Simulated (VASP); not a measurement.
A run of VASP 6.6.1:

Contents of INCAR:

```
PREC     = Accurate       # precision mode
ENCUT    = 600            # plane-wave cutoff, eV
EDIFF    = 1E-7           # SCF threshold, eV
ISMEAR   = 0              # smearing method
SIGMA    = 0.03           # smearing width, eV
LREAL    = False          # projectors in reciprocal space
LASPH    = True           # aspherical terms in the spheres
NELM     = 80             # most SCF steps
ALGO     = Normal         # electronic algorithm
ISIF     = 3              # what is computed and relaxed
LWAVE    = False          # write WAVECAR
LCHARG   = False          # write CHGCAR
GGA      = PE             # functional
IVDW     = 12             # dispersion correction
IBRION   = 2              # ionic algorithm
NSW      = 90             # ionic steps
EDIFFG   = -0.005         # ionic threshold
KPAR     = 2
```

KPOINTS

```
regular mesh
0
Gamma
  4 8 8
```

Contents of POSCAR:

```
SnSe                                    
1.0
   11.4951242997      0.0000000000      0.0000000000
    0.0000000000      4.1770248358     -0.0000000000
    0.0000000000     -0.0000000000      4.3703652297
  Sn              Se            
     4     4
Direct
     0.1183530229146526    0.2500000000000000    0.0892348999778624
     0.3816469770853473    0.7500000000000000    0.5892348999778624
     0.6183530229146527    0.2500000000000000    0.4107651000221376
     0.8816469770853473    0.7500000000000000    0.9107651000221376
     0.3573219298020119    0.2500000000000000    0.0205160840254089
     0.1426780701979882    0.7500000000000000    0.5205160840254089
     0.8573219298020118    0.2500000000000000    0.4794839159745911
     0.6426780701979882    0.7500000000000000    0.9794839159745911
```

Potentials or basis: VASP PAW PBE potentials, release 64 (Sn_d, Se).

Launch:

```bash
$ cat potpaw_PBE.64/Sn_d/POTCAR potpaw_PBE.64/Se/POTCAR > POTCAR
$ mpirun -np 2 vasp_std > vasp.out
```

Hardware: 2 MPI ranks on Intel(R) Xeon(R) Platinum 8488C (Sapphire Rapids) (shared host).

Question: Estimate the wall time of this run.

Answer: Run time: 60 min on 2 MPI ranks on Intel(R) Xeon(R) Platinum 8488C (Sapphire Rapids), with other jobs on the host, peak memory 0.87 GiB a rank. Counts: scf iterations 138, k points 75, ion steps 20.
